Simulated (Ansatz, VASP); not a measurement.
Cd: VASP beside Ansatz

INCAR

```
ALGO = Normal ; EDIFF = 1E-7
ENCUT = 520 ; GGA = PE
ISIF = 2 ; ISMEAR = -1
LASPH = True ; LCHARG = False
LREAL = False ; LWAVE = False
NBANDS = 12 ; NELM = 100
PREC = Accurate ; SIGMA = 0.05
```

KPOINTS

```
k-points
0
Gamma
  10 10 10
```

POSCAR

```
Cd
1.0
    1.5972366844      0.9221650297      2.4328487442
   -1.5972366844      0.9221650297      2.4328487442
    0.0000000000     -1.8443300594      2.4328487442
Cd
1
Direct
    0.0000000000      0.0000000000      0.0000000000
```

Contents of input.yaml:

```yaml
crystal:
  lattice:
    - [1.5972366844, 0.9221650297, 2.4328487442]
    - [-1.5972366844, 0.9221650297, 2.4328487442]
    - [0.0, -1.8443300594, 2.4328487442]
  atoms:
    - { symbol: Cd, position: [0.0, 0.0, 0.0] }
hamiltonian:
  xc: pbe
  pseudopotentials: { kind: paw }
kpoints:
  mp_grid: { grid: [10, 10, 10] }
scf:
  occupations: { method: fermi_dirac, width: 0.05 }
output:
  forces: true
  stress: true
  eigenvalues: true
  write_density: true
  write_potential: true
  elf: true
  volumetric_format: npy
```

Change from the starting cell: volume scaled by 0.98.

Alike in both runs: task single point; functional PBE; k mesh 10 × 10 × 10; occupations fermi-dirac, width 0.05 eV; no spin polarisation.

|  | VASP | Ansatz |
| --- | --- | --- |
| version | VASP 6.6.1 | Ansatz 0.2.0 |
| potentials or method | VASP PAW PBE potentials, release 64 (Cd) | Ansatz PAW |
| plane-wave cutoff (eV) | 520 | 420 |
| valence electrons in the cell | 12 | 20 |

```csv
,VASP,Ansatz,Ansatz less VASP
gap on the k mesh at the Fermi level (eV),none,none,-
pressure (GPa),3.5,3.2,-0.32
largest component of the traceless stress (GPa),0.47,0.41,-0.055
```

A gap of «none» marks a metal or a gap that the smearing closes. The two sets of potentials don't hold the same shells in valence.
